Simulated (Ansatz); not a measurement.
# 160-atom supercell of beta-gallia Ga2O3

Wanted: energy, pressure and frontier levels of the defect-free cell (PBEsol, HSE06 and r²SCAN).

All numbers are computed with Ansatz 0.2.0 (PAW, plane waves).

### 1 The system as built

160 atoms (64 Ga, 96 O); a = 12.277 Å, b = 12.189 Å, c = 11.621 Å, α = 90.00°, β = 103.72°, γ = 90.00°.

The runs, in order: (2) PBEsol single point at the Γ point alone, on 1 × data-centre GPU with 8 threads; (3) HSE06 single point at the Γ point alone, on 1 × data-centre GPU with 8 threads; (4) r²SCAN single point at the Γ point alone, on 1 × data-centre GPU with 8 threads.

### 2 Single point with PBEsol

The input, in.yaml:

```yaml
crystal:
  lattice:
    - [12.277475, 0.000000, 0.000875]
    - [0.000000, 12.189025, 0.000000]
    - [-2.757181, 0.000000, 11.289146]
  atoms:
    - { symbol: Ga, position: [0.409519, 0.125000, 0.102359] }
    - { symbol: Ga, position: [0.409519, 0.125000, 0.602359] }
    - { symbol: Ga, position: [0.409519, 0.375000, 0.102359] }
    - { symbol: Ga, position: [0.409519, 0.375000, 0.602359] }
    - { symbol: Ga, position: [0.409519, 0.625000, 0.102359] }
    - { symbol: Ga, position: [0.409519, 0.625000, 0.602359] }
    - { symbol: Ga, position: [0.409519, 0.875000, 0.102359] }
    - { symbol: Ga, position: [0.409519, 0.875000, 0.602359] }
    - { symbol: Ga, position: [0.158769, 0.125000, 0.157225] }
    - { symbol: Ga, position: [0.158769, 0.125000, 0.657225] }
    - { symbol: Ga, position: [0.158769, 0.375000, 0.157225] }
    - { symbol: Ga, position: [0.158769, 0.375000, 0.657225] }
    - { symbol: Ga, position: [0.158769, 0.625000, 0.157225] }
    - { symbol: Ga, position: [0.158769, 0.625000, 0.657225] }
    - { symbol: Ga, position: [0.158769, 0.875000, 0.157225] }
    - { symbol: Ga, position: [0.158769, 0.875000, 0.657225] }
    - { symbol: Ga, position: [0.090481, 0.000000, 0.397641] }
    - { symbol: Ga, position: [0.090481, 0.000000, 0.897641] }
    - { symbol: Ga, position: [0.090481, 0.250000, 0.397641] }
    - { symbol: Ga, position: [0.090481, 0.250000, 0.897641] }
    - { symbol: Ga, position: [0.090481, 0.500000, 0.397641] }
    - { symbol: Ga, position: [0.090481, 0.500000, 0.897641] }
    - { symbol: Ga, position: [0.090481, 0.750000, 0.397641] }
    - { symbol: Ga, position: [0.090481, 0.750000, 0.897641] }
    - { symbol: Ga, position: [0.909519, 0.000000, 0.102359] }
    - { symbol: Ga, position: [0.909519, 0.000000, 0.602359] }
    - { symbol: Ga, position: [0.909519, 0.250000, 0.102359] }
    - { symbol: Ga, position: [0.909519, 0.250000, 0.602359] }
    - { symbol: Ga, position: [0.909519, 0.500000, 0.102359] }
    - { symbol: Ga, position: [0.909519, 0.500000, 0.602359] }
    - { symbol: Ga, position: [0.909519, 0.750000, 0.102359] }
    - { symbol: Ga, position: [0.909519, 0.750000, 0.602359] }
    - { symbol: Ga, position: [0.658769, 0.000000, 0.157225] }
    - { symbol: Ga, position: [0.658769, 0.000000, 0.657225] }
    - { symbol: Ga, position: [0.658769, 0.250000, 0.157225] }
    - { symbol: Ga, position: [0.658769, 0.250000, 0.657225] }
    - { symbol: Ga, position: [0.658769, 0.500000, 0.157225] }
    - { symbol: Ga, position: [0.658769, 0.500000, 0.657225] }
    - { symbol: Ga, position: [0.658769, 0.750000, 0.157225] }
    - { symbol: Ga, position: [0.658769, 0.750000, 0.657225] }
    - { symbol: Ga, position: [0.341231, 0.000000, 0.342775] }
    - { symbol: Ga, position: [0.341231, 0.000000, 0.842775] }
    - { symbol: Ga, position: [0.341231, 0.250000, 0.342775] }
    - { symbol: Ga, position: [0.341231, 0.250000, 0.842775] }
    - { symbol: Ga, position: [0.341231, 0.500000, 0.342775] }
    - { symbol: Ga, position: [0.341231, 0.500000, 0.842775] }
    - { symbol: Ga, position: [0.341231, 0.750000, 0.342775] }
    - { symbol: Ga, position: [0.341231, 0.750000, 0.842775] }
    - { symbol: Ga, position: [0.590481, 0.125000, 0.397641] }
    - { symbol: Ga, position: [0.590481, 0.125000, 0.897641] }
    - { symbol: Ga, position: [0.590481, 0.375000, 0.397641] }
    - { symbol: Ga, position: [0.590481, 0.375000, 0.897641] }
    - { symbol: Ga, position: [0.590481, 0.625000, 0.397641] }
    - { symbol: Ga, position: [0.590481, 0.625000, 0.897641] }
    - { symbol: Ga, position: [0.590481, 0.875000, 0.397641] }
    - { symbol: Ga, position: [0.590481, 0.875000, 0.897641] }
    - { symbol: Ga, position: [0.841231, 0.125000, 0.342775] }
    - { symbol: Ga, position: [0.841231, 0.125000, 0.842775] }
    - { symbol: Ga, position: [0.841231, 0.375000, 0.342775] }
    - { symbol: Ga, position: [0.841231, 0.375000, 0.842775] }
    - { symbol: Ga, position: [0.841231, 0.625000, 0.342775] }
    - { symbol: Ga, position: [0.841231, 0.625000, 0.842775] }
    - { symbol: Ga, position: [0.841231, 0.875000, 0.342775] }
    - { symbol: Ga, position: [0.841231, 0.875000, 0.842775] }
    - { symbol: O, position: [0.334742, 0.125000, 0.445235] }
    - { symbol: O, position: [0.334742, 0.125000, 0.945235] }
    - { symbol: O, position: [0.334742, 0.375000, 0.445235] }
    - { symbol: O, position: [0.334742, 0.375000, 0.945235] }
    - { symbol: O, position: [0.334742, 0.625000, 0.445235] }
    - { symbol: O, position: [0.334742, 0.625000, 0.945235] }
    - { symbol: O, position: [0.334742, 0.875000, 0.445235] }
    - { symbol: O, position: [0.334742, 0.875000, 0.945235] }
    - { symbol: O, position: [0.326766, 0.125000, 0.218614] }
    - { symbol: O, position: [0.326766, 0.125000, 0.718614] }
    - { symbol: O, position: [0.326766, 0.375000, 0.218614] }
    - { symbol: O, position: [0.326766, 0.375000, 0.718614] }
    - { symbol: O, position: [0.326766, 0.625000, 0.218614] }
    - { symbol: O, position: [0.326766, 0.625000, 0.718614] }
    - { symbol: O, position: [0.326766, 0.875000, 0.218614] }
    - { symbol: O, position: [0.326766, 0.875000, 0.718614] }
    - { symbol: O, position: [0.003724, 0.125000, 0.372015] }
    - { symbol: O, position: [0.003724, 0.125000, 0.872015] }
    - { symbol: O, position: [0.003724, 0.375000, 0.372015] }
    - { symbol: O, position: [0.003724, 0.375000, 0.872015] }
    - { symbol: O, position: [0.003724, 0.625000, 0.372015] }
    - { symbol: O, position: [0.003724, 0.625000, 0.872015] }
    - { symbol: O, position: [0.003724, 0.875000, 0.372015] }
    - { symbol: O, position: [0.003724, 0.875000, 0.872015] }
    - { symbol: O, position: [0.165258, 0.000000, 0.054765] }
    - { symbol: O, position: [0.165258, 0.000000, 0.554765] }
    - { symbol: O, position: [0.165258, 0.250000, 0.054765] }
    - { symbol: O, position: [0.165258, 0.250000, 0.554765] }
    - { symbol: O, position: [0.165258, 0.500000, 0.054765] }
    - { symbol: O, position: [0.165258, 0.500000, 0.554765] }
    - { symbol: O, position: [0.165258, 0.750000, 0.054765] }
    - { symbol: O, position: [0.165258, 0.750000, 0.554765] }
    - { symbol: O, position: [0.834742, 0.000000, 0.445235] }
    - { symbol: O, position: [0.834742, 0.000000, 0.945235] }
    - { symbol: O, position: [0.834742, 0.250000, 0.445235] }
    - { symbol: O, position: [0.834742, 0.250000, 0.945235] }
    - { symbol: O, position: [0.834742, 0.500000, 0.445235] }
    - { symbol: O, position: [0.834742, 0.500000, 0.945235] }
    - { symbol: O, position: [0.834742, 0.750000, 0.445235] }
    - { symbol: O, position: [0.834742, 0.750000, 0.945235] }
    - { symbol: O, position: [0.173234, 0.000000, 0.281386] }
    - { symbol: O, position: [0.173234, 0.000000, 0.781386] }
    - { symbol: O, position: [0.173234, 0.250000, 0.281386] }
    - { symbol: O, position: [0.173234, 0.250000, 0.781386] }
    - { symbol: O, position: [0.173234, 0.500000, 0.281386] }
    - { symbol: O, position: [0.173234, 0.500000, 0.781386] }
    - { symbol: O, position: [0.173234, 0.750000, 0.281386] }
    - { symbol: O, position: [0.173234, 0.750000, 0.781386] }
    - { symbol: O, position: [0.826766, 0.000000, 0.218614] }
    - { symbol: O, position: [0.826766, 0.000000, 0.718614] }
    - { symbol: O, position: [0.826766, 0.250000, 0.218614] }
    - { symbol: O, position: [0.826766, 0.250000, 0.718614] }
    - { symbol: O, position: [0.826766, 0.500000, 0.218614] }
    - { symbol: O, position: [0.826766, 0.500000, 0.718614] }
    - { symbol: O, position: [0.826766, 0.750000, 0.218614] }
    - { symbol: O, position: [0.826766, 0.750000, 0.718614] }
    - { symbol: O, position: [0.496276, 0.000000, 0.127985] }
    - { symbol: O, position: [0.496276, 0.000000, 0.627985] }
    - { symbol: O, position: [0.496276, 0.250000, 0.127985] }
    - { symbol: O, position: [0.496276, 0.250000, 0.627985] }
    - { symbol: O, position: [0.496276, 0.500000, 0.127985] }
    - { symbol: O, position: [0.496276, 0.500000, 0.627985] }
    - { symbol: O, position: [0.496276, 0.750000, 0.127985] }
    - { symbol: O, position: [0.496276, 0.750000, 0.627985] }
    - { symbol: O, position: [0.503724, 0.000000, 0.372015] }
    - { symbol: O, position: [0.503724, 0.000000, 0.872015] }
    - { symbol: O, position: [0.503724, 0.250000, 0.372015] }
    - { symbol: O, position: [0.503724, 0.250000, 0.872015] }
    - { symbol: O, position: [0.503724, 0.500000, 0.372015] }
    - { symbol: O, position: [0.503724, 0.500000, 0.872015] }
    - { symbol: O, position: [0.503724, 0.750000, 0.372015] }
    - { symbol: O, position: [0.503724, 0.750000, 0.872015] }
    - { symbol: O, position: [0.665258, 0.125000, 0.054765] }
    - { symbol: O, position: [0.665258, 0.125000, 0.554765] }
    - { symbol: O, position: [0.665258, 0.375000, 0.054765] }
    - { symbol: O, position: [0.665258, 0.375000, 0.554765] }
    - { symbol: O, position: [0.665258, 0.625000, 0.054765] }
    - { symbol: O, position: [0.665258, 0.625000, 0.554765] }
    - { symbol: O, position: [0.665258, 0.875000, 0.054765] }
    - { symbol: O, position: [0.665258, 0.875000, 0.554765] }
    - { symbol: O, position: [0.673234, 0.125000, 0.281386] }
    - { symbol: O, position: [0.673234, 0.125000, 0.781386] }
    - { symbol: O, position: [0.673234, 0.375000, 0.281386] }
    - { symbol: O, position: [0.673234, 0.375000, 0.781386] }
    - { symbol: O, position: [0.673234, 0.625000, 0.281386] }
    - { symbol: O, position: [0.673234, 0.625000, 0.781386] }
    - { symbol: O, position: [0.673234, 0.875000, 0.281386] }
    - { symbol: O, position: [0.673234, 0.875000, 0.781386] }
    - { symbol: O, position: [0.996276, 0.125000, 0.127985] }
    - { symbol: O, position: [0.996276, 0.125000, 0.627985] }
    - { symbol: O, position: [0.996276, 0.375000, 0.127985] }
    - { symbol: O, position: [0.996276, 0.375000, 0.627985] }
    - { symbol: O, position: [0.996276, 0.625000, 0.127985] }
    - { symbol: O, position: [0.996276, 0.625000, 0.627985] }
    - { symbol: O, position: [0.996276, 0.875000, 0.127985] }
    - { symbol: O, position: [0.996276, 0.875000, 0.627985] }
kpoints:
  mp_grid: { grid: [1, 1, 1] }
hamiltonian:
  xc: pbesol
scf:
  occupations: { method: fermi_dirac, width: 0.01 }
output:
  forces: true
  eigenvalues: true
  stress: true
  populations: true
  eigenstates: { kpoints: [[0, 0, 0]], e_range: [-6.0, 6.0], localisation: true }
```

### 3 Single point with HSE06

Changes to in.yaml since step 2:

```diff
@@ -169,3 +169,3 @@
 hamiltonian:
-  xc: pbesol
+  xc: hse06
 scf:
@@ -175,3 +175,2 @@
   eigenvalues: true
-  stress: true
   populations: true
```

### 4 r²SCAN single point

Changes to in.yaml since step 3:

```diff
@@ -169,3 +169,3 @@
 hamiltonian:
-  xc: hse06
+  xc: r2scan
 scf:
```

What does the calculation give? Wanted: for each run, top filled to lowest empty; energy; pressure.

**Answer**, as computed:

| level | time | top filled to lowest empty (eV) | energy (eV/atom) | pressure (GPa) |
| --- | --- | --- | --- | --- |
| PBEsol | 7.6 s (GPU) | 2.23 | -1834.1772 | -0.05 |
| HSE06 | 2.6 min (GPU) | 4.15 | -1854.1400 | - |
| r²SCAN | 11 s (GPU) | 2.98 | -1857.7793 | - |

**In words.** At the same k points, PBEsol gives a spacing 1.92 eV smaller and r²SCAN gives a spacing 1.17 eV smaller than the 4.15 eV of HSE06. The HSE06 single point took about 20 times as long as the PBEsol one on the same kind of device. With one k point the spacing samples only the states that fold onto it, so it can exceed the gap over the zone.
